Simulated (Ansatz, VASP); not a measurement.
# Al32O47 (V_O) in two plane-wave programs, part 2 of 3

One calculation is typed for both programs; each brings its own data sets. How far apart do they land? The cell is taken from a series of runs on this material, whose earlier steps may have relaxed, scaled, displaced or heated it; both programs get it as it stands.

VASP 6.6.1 and Ansatz 0.2.0.

So far. Step 3 (VASP: single point, r2SCAN, pair 1): The run ends at a pressure of -7.10 GPa, with forces up to 0.20 eV/Å.

### Step 4. Side by side

Known differences besides the potentials themselves: VASP keeps PBE cores, Ansatz makes them for the functional; the cutoff is 500 eV in Ansatz and 580 eV in VASP (PREC = Accurate, projectors in real space). Total energies have different zeros and are not compared.

Both answers:

```tsv
quantity	Ansatz	VASP	difference
gap on the k mesh (eV)	4.308	4.282	+0.026
```

Forces on 8 of the 79 atoms, those with the largest forces and the largest differences (eV/Å; atoms numbered as in POSCAR):

```tsv
atom	Ansatz x, y, z	VASP x, y, z
Al2	-0.157, 0.002, -0.119	-0.147, 0.000, -0.132
Al17	0.075, 0.134, 0.116	0.074, 0.126, 0.133
Al18	0.000, 0.001, 0.008	0.007, 0.006, -0.018
Al23	0.045, -0.075, -0.023	0.041, -0.074, -0.007
O35	-0.049, -0.017, -0.104	-0.050, -0.012, -0.092
O45	0.039, 0.033, 0.103	0.037, 0.036, 0.091
O62	-0.078, 0.074, -0.022	-0.055, 0.063, -0.011
O76	-0.026, 0.104, 0.021	-0.027, 0.078, 0.011
```

The forces differ by 10 meV/Å r.m.s., which is 34.2 % of the r.m.s. force of 0.030 eV/Å (both taken over all components). A gap on the mesh is an upper bound, since the band edges may lie between its points. The cell carries a charge of +2 e against a uniform background, so its pressure also hangs on how the neutralising background is counted, and in a defect's cell a gap may be the spacing between its levels.

### Step 5. VASP: single point, r2SCAN, pair 2

A single point gives forces, pressure and levels at one fixed geometry, so differences don't come from the geometry; what else differs is listed under the comparison.

The input, INCAR:

```
SYSTEM = Al32O47
PREC = Accurate
ENCUT = 580
EDIFF = 1E-06
NELM = 120
ISMEAR = -1
SIGMA = 0.01
LREAL = Auto
ALGO = Normal
METAGGA = R2SCAN
LASPH = .TRUE.
NBANDS = 248
LORBIT = 11
LWAVE = .FALSE.
LCHARG = .FALSE.
ISIF = 2
ISYM = 0
GGA_COMPAT = .FALSE.
EFERMI = MIDGAP
LMIXTAU = .TRUE.
NCORE = 2
```

The input, POSCAR:

```
Al32O47
1.0
    4.7738674274      2.7561936443      8.6765380597
   -4.7738674274      2.7561936443      8.6765380597
    0.0000000000     -5.5123872885      8.6765380597
Al O
32 47
Direct
    0.3237831922      0.3255235768      0.3235740710
    0.4367993828      0.4200755610      0.4265874018
    0.0735008145      0.0747228637      0.0729351332
    0.1729840910      0.1784780340      0.1761381973
    0.3232516323      0.3249520574      0.8232109074
    0.4253521935      0.4265563807      0.9257496824
    0.0738925564      0.0742655801      0.5731351182
    0.1755003005      0.1764259100      0.6752954482
    0.3235382120      0.8249258973      0.3227717866
    0.4256421320      0.9269258699      0.4250174184
    0.0733078254      0.5738365585      0.0736975718
    0.1760850314      0.6758634564      0.1757244697
    0.3236296824      0.8239462985      0.8232924832
    0.4253612720      0.9262304302      0.9255822946
    0.0764087659      0.5734228309      0.5710829942
    0.1758920423      0.6766258950      0.6748381646
    0.8125934741      0.3229736264      0.3294854673
    0.9256096646      0.4259869572      0.4240374514
    0.5728879309      0.0747682998      0.0735845310
    0.6761039992      0.1763451637      0.1748807659
    0.8237507249      0.3245436098      0.8226351583
    0.9258546449      0.4267892416      0.9246351309
    0.5734293736      0.0724602372      0.5741242742
    0.6759634832      0.1754367540      0.6771007910
    0.8240406634      0.8238113458      0.3230046475
    0.9261412246      0.9263501208      0.4246089708
    0.5736589461      0.5744972016      0.0729370171
    0.6757339108      0.6766240111      0.1750638267
    0.8240315849      0.8239787336      0.8233305981
    0.9257631744      0.9262685450      0.9256147297
    0.5732888577      0.5746802623      0.5732158646
    0.6765049260      0.6759764972      0.6747927284
    0.2212450446      0.0288237224      0.3741241837
    0.4715891818      0.1259194924      0.2770938028
    0.0258501367      0.3761051970      0.2220847872
    0.3741305676      0.2227904591      0.0269667048
    0.1246964284      0.2781855634      0.4713754648
    0.2777408543      0.4724119010      0.1242317090
    0.2221776954      0.0285477641      0.8738682093
    0.4728848984      0.1266581330      0.7749111884
    0.0281478123      0.3754368445      0.7207373058
    0.3760429043      0.2211395202      0.5271283846
    0.1244197858      0.2787809304      0.9710229418
    0.2790830094      0.4718693753      0.6237885971
    0.2235427201      0.5274762410      0.3734558312
    0.4723706938      0.6259532912      0.2762871975
    0.0275935549      0.8755279687      0.2209522580
    0.3747772739      0.7224968050      0.0269274710
    0.1249730710      0.7785380864      0.4707800978
    0.2770407364      0.9733676798      0.1238883875
    0.2217993020      0.5286087702      0.8740330595
    0.4718462784      0.6251385816      0.7770335849
    0.0272151615      0.8756928189      0.7210132642
    0.3744814403      0.7229427557      0.5270625433
    0.1246964284      0.7783209414      0.9712400868
    0.2776880271      0.9722724126      0.6243494529
    0.7215482202      0.0293654238      0.3742980394
    0.9703098475      0.1257724311      0.2776916529
    0.5290396248      0.3749363618      0.2204255245
    0.8749114166      0.2224984849      0.0266182725
    0.7770221631      0.4732738307      0.1236077370
    0.7215057126      0.0279719977      0.8748593210
    0.9717048298      0.1252115753      0.7772886156
    0.5278446367      0.3752629888      0.7201956044
    0.8733499526      0.2224326437      0.5284215080
    0.6247565178      0.2783171321      0.9707402852
    0.7778036751      0.4724672254      0.6236415358
    0.7203532321      0.5291355038      0.3746246665
    0.9716520026      0.6253293192      0.2771491272
    0.5275144388      0.8757829387      0.2211784313
    0.8746155830      0.7226335572      0.0270642233
    0.6246363391      0.7788207430      0.4712438962
    0.7775465784      0.9725274433      0.1244224466
    0.7218784181      0.5283825969      0.8737780895
    0.9723521205      0.6256726407      0.7761933485
    0.5278871443      0.8747017072      0.7215890306
    0.8752622893      0.7225943234      0.5267705692
    0.6246964284      0.7791559515      0.9704050768
    0.7765079585      0.9746498398      0.6229028952
```

The input, KPOINTS:

```
Points of the shifted mesh
1
Reciprocal
 0.2500000000  0.2500000000  0.2500000000 1
```

The projector-augmented-wave data sets are Al and O (PBE family, release 64).

Started as:

```console
> mpirun -np 8 vasp_std
```

Numbers of over 12 decimals in the logs are rounded to 6 here.

What it wrote:

```text
[banner, memory and clock lines left out]
running    8 mpi-ranks, on    1 nodes
[...]
[... a notice as in an earlier step ...]

 LDA part: xc-table for (None), standard interpolation
 POSCAR, INCAR and KPOINTS ok, starting setup
[...]
entering main loop
       N       E                     dE             d eps       ncg     rms          rms(c)
DAV:   1     0.201351170421E+04    0.20135E+04   -0.22011E+05   496   0.164E+03
DAV:   2    -0.767412885660E+03   -0.27809E+04   -0.27112E+04   592   0.344E+02
DAV:   3    -0.924292622175E+03   -0.15688E+03   -0.15614E+03   608   0.843E+01
DAV:   4    -0.925993472475E+03   -0.17009E+01   -0.16972E+01   600   0.965E+00
[...]
DAV:  20    -0.756584844569E+03   -0.81989E-03   -0.44182E-04   512   0.750E-02    0.111E-02
DAV:  21    -0.756584863560E+03   -0.18992E-04   -0.92620E-06   592   0.102E-02    0.793E-03
DAV:  22    -0.756584863500E+03    0.60725E-07   -0.56052E-06   512   0.515E-03
   1 F= -.75658486E+03 E0= -.75658486E+03  d E =0.000000E+00
```

Parts of OUTCAR (step 5):

```text
  FREE ENERGIE OF THE ION-ELECTRON SYSTEM (eV)
  ---------------------------------------------------
  free  energy   TOTEN  =      -756.5848634995 eV

  energy  without entropy=     -756.5848634995  energy(sigma->0) =     -756.58486350
```

The run ends at a pressure of -3.04 GPa, with forces up to 0.15 eV/Å.

### Step 6. Ansatz: single point, r2SCAN, pair 2

The same cell, functional, mesh and smearing now go to Ansatz.

The cell is taken from a series of runs on this material, whose earlier steps may have relaxed, scaled, displaced or heated it; both programs get it as it stands.

The input, input.yaml:

```yaml
crystal:
  checkpoint: "../q0.relax.run"
  host: checkpoint
basis:
  ecutwfc: 500
  xc_grid: 2
hamiltonian:
  xc: r2scan
kpoints:
  mp_grid: { grid: [1, 1, 1], shift: [0.25, 0.25, 0.25] }
scf:
  occupations: { method: fermi_dirac, width: 0.01 }
  max_iter: 80
output:
  forces: true
  eigenvalues: true
  charged_corrections:
    epsilon: [3.3, 3.3, 3.26]
    static_epsilon: [9.72, 9.72, 11.81]
    defect_position: [0.625, 0.278073, 0.471927]
  eigenstates: { localisation: true }
  populations: true
  band_densities: [{ bands: [v1, v1] }, { bands: [c1, c1] }]
  write_density: true
  write_potential: true
  volumetric_format: npy
checkpoint:
  write: "../q0.r2scan.run"
  compress: false
  write_wavefunctions: false
  write_every: 100000
```

Started as:

```console
> ansatz run input.yaml --threads 8 --pin off --max-ram 22609MiB --backend cpu --events-out ev --progress --plain --runs-dir out
```

What it wrote:

```text
Warning: at least one further symmetry operation maps every atom of the structure, as the run holds it, onto an atom to within 2.73e-5 (fractional), and is not used: no operation is sought that the atoms, as the run holds them, miss by more than 2.00e-5, twice crystal.symmetry.tolerance (1.0e-5). The run uses 1 unitary operations. The run imposes no operation that its atoms and lattice do not hold. Figures that only  [...]
[...]
Crystal: 79 atoms, lattice volume = 684.980 Å³
[...]
0     Al      1.6515
     1     Al      1.9126
     2     Al      1.6487
     3     Al      1.6507
     4      O      6.8366
     5      O      6.8363
     6      O      6.8408
     7      O      6.8356
[...]
75      O      6.8395
    76      O      6.8356
    77      O      6.8359
    78      O      6.8333
  spilling = 0.008308 (of n_electrons = 378.000000)
--- Band densities, each state counted as filled ---
  window                                       electrons  max residual (eV)  cut levels
  bands: [v1, v1]                               2.000000             2.2e-9           0
  bands: [c1, c1]                               2.000000             1.0e-4           0
```

### Step 7. Comparison

Both answers:

```tsv
quantity	Ansatz	VASP	difference
gap on the k mesh (eV)	4.868	4.896	-0.027
```

Forces on 8 of the 79 atoms, those with the largest forces and the largest differences (eV/Å; atoms numbered as in POSCAR):

```tsv
atom	Ansatz x, y, z	VASP x, y, z
Al2	-0.090, 0.007, -0.081	-0.100, 0.004, -0.106
Al17	0.040, 0.079, 0.081	0.045, 0.089, 0.108
Al18	-0.005, 0.007, -0.023	-0.005, 0.006, -0.043
O35	0.034, 0.051, 0.028	0.028, 0.037, 0.028
O42	0.036, -0.020, 0.027	0.028, -0.008, 0.025
O45	-0.062, -0.005, -0.027	-0.047, -0.006, -0.028
O50	0.048, 0.001, -0.006	0.033, -0.001, -0.005
O75	-0.024, -0.042, 0.006	-0.016, -0.029, 0.005
```

The forces differ by 9.6 meV/Å r.m.s., which is 43.1 % of the r.m.s. force of 0.022 eV/Å (both taken over all components). A gap on the mesh is an upper bound, since the band edges may lie between its points.

### Step 8. Ansatz: single point, PBEsol

With cell and atoms fixed, the geometry can't cause a difference; cores, projectors, grids and the points listed under the comparison can.

The cell is taken from a series of runs on this material, whose earlier steps may have relaxed, scaled, displaced or heated it; both programs get it as it stands.

The input, input.yaml:

```yaml
crystal:
  checkpoint: "../qp1_M1.relax.run"
  host: checkpoint
total_charge: 1
basis:
  ecutwfc: 420
  xc_grid: 2
hamiltonian:
  xc: pbesol
kpoints:
  mp_grid: { grid: [2, 2, 2], shift: [0.5, 0.5, 0.5] }
magnetization:
  spin_polarized: true
  initial_magnetization: 1
  spin_locking: { lock_magnetization: hard }
scf:
  occupations: { method: fermi_dirac, width: 0.01 }
  max_iter: 80
output:
  forces: true
  eigenvalues: true
  charged_corrections:
    epsilon: [3.3, 3.3, 3.26]
    static_epsilon: [9.72, 9.72, 11.81]
    defect_position: [0.625, 0.278073, 0.471927]
  eigenstates: { localisation: true }
  populations: true
  efg: {}
checkpoint:
  read: "../qp1_M1.relax.run"
  write: "../qp1_M1.point.run"
  compress: false
  write_wavefunctions: false
  write_every: 100000
```

What it wrote:

```text
[...]
Crystal: 79 atoms, lattice volume = 684.980 Å³
Basis set: ecut = 420 eV, 13367 PW (Γ), exchange–correlation on 144×144×144 points (8 copies of the dense FFT grid, shifted against one another)
Bands: 268, of which v1, the nominal top of the filled ones, is band 189 counted from 1 (188 counted from 0)
Symmetry: 1 space group operations
[...]
k-points: 4 of 8 (time reversal used)
[...]
--- Löwdin populations: 79 sites ---
  site symbol       q [e]    m [muB]
     0     Al      1.7241     0.0014
     1     Al      1.8339     0.2107
     2     Al      1.7273     0.0004
     3     Al      1.7294     0.0033
     4      O      6.7736     0.0003
     5      O      6.7746     0.0002
     6      O      6.7783     0.0003
     7      O      6.7746     0.0005
[...]
75      O      6.7817     0.0004
    76      O      6.7746     0.0005
    77      O      6.7721     0.0012
    78      O      6.7643     0.0290
  spilling = 0.008149 (of n_electrons = 377.000000)
[key lines of the parts left out:]
SCF converged after 7 iterations
```

(Part 2 of 3 ends here.)

[Lines on the potential files, build, host, timing and source positions are cut from VASP's logs without a mark.]

[Logs are printed without paths, hosts, clocks, repeated set-up lines and the standing remarks that a program may print on its own settings, such as how far it seeks lower states.]

[Hosts, paths, dates, database ids (printed as entryN), source tags and the programs' standing remarks are cut or masked in the printed files.]
